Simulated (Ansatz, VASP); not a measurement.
**One calculation of Mg4H, two programs**

```
CELL_PARAMETERS angstrom
3.18370 0.00000 0.00000
-1.59185 2.75717 0.00000
0.00000 0.00000 26.70819
ATOMIC_POSITIONS crystal
Mg 0.66667 0.33333 0.31825
Mg 0.33333 0.66667 0.41461
Mg 0.66667 0.33333 0.50903
Mg 0.33333 0.66667 0.60653
H 0.58333 0.16667 0.64778
```

Alike in both runs: functional PBEsol; k mesh 9 × 9 × 1; occupations gaussian, width 0.1 eV; no spin polarisation.

Ansatz relaxed the structure, and its values are those at the end. VASP's run is a single point on that final structure, the one shown.

|  | VASP | Ansatz |
| --- | --- | --- |
| version | VASP 6.6.1 | Ansatz 0.2.0 |
| potentials or method | VASP PAW PBE potentials, release 64 (Mg, H) | scalar-relativistic, plane waves, PAW |
| plane-wave cutoff (eV) | 520 | 420 |
| valence electrons in the cell | 9 | 41 |

|  | VASP | Ansatz | Ansatz less VASP |
| --- | --- | --- | --- |
| gap on the k mesh at the Fermi level (eV) | none | none | - |
| rms of the force components (eV/Å) | 0.313 | 0.310 | -0.0026 |

A gap of «none» marks a metal or a gap that the smearing closes. With one functional, cell and mesh, what is left measures potentials, basis and numerics. The two sets of potentials don't hold the same shells in valence.

Caveats: the PAW data sets were made with another functional, which shifts forces and pressure a little (VASP).
